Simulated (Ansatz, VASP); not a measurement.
# Al in VASP and in Ansatz

File INCAR:

```
SYSTEM = Al
PREC = Accurate
ENCUT = 520
EDIFF = 1E-6
ISMEAR = -1
SIGMA = 0.05
LREAL = .FALSE.
LASPH = .TRUE.
NELM = 80
ALGO = Normal
ISIF = 2
LWAVE = .FALSE.
LCHARG = .FALSE.
GGA = PE
NBANDS = 8
```

The input KPOINTS:

```
Automatic mesh
0
G
  15 15 15
  0 0 0
```

Contents of POSCAR:

```
Al
1.0
    2.6979505598      0.0000000000      0.0000000000
    0.0000000000      2.6979505598      0.0000000000
    0.0000000000      0.0000000000      2.6979505598
Al
1
Direct
    0.0000000000      0.0000000000      0.0000000000
```

Input for Ansatz:

```yaml
crystal:
  lattice:
    - [2.6979505598, 0.0, 0.0]
    - [0.0, 2.6979505598, 0.0]
    - [0.0, 0.0, 2.6979505598]
  atoms:
    - { symbol: Al, position: [0.0, 0.0, 0.0] }
kpoints:
  mp_grid: { grid: [15, 15, 15] }
scf:
  occupations: { method: fermi_dirac, width: 0.05 }
hamiltonian:
  xc: pbe
  pseudopotentials: { kind: all_electron, lapw: { basis_error: 0.0005 } }
output:
  forces: true
  stress: true
  eigenvalues: true
```

Change from the starting cell: volume scaled by 0.975.

Alike in both runs: task single point; functional PBE; k mesh 15 × 15 × 15; occupations fermi-dirac, width 0.05 eV; no spin polarisation.

```csv
,VASP,Ansatz
version,VASP 6.6.1,Ansatz 0.2.0
potentials or method,"VASP PAW PBE potentials, release 64 (Al)","all-electron LAPW, scalar-relativistic"
plane-wave cutoff (eV),520,see its input
```

|  | VASP | Ansatz | Ansatz less VASP |
| --- | --- | --- | --- |
| pressure (GPa) | 1.6 | 1.6 | -0.02 |

Ansatz ran all-electron here, so the differences hold the error of VASP's frozen core and of both bases.
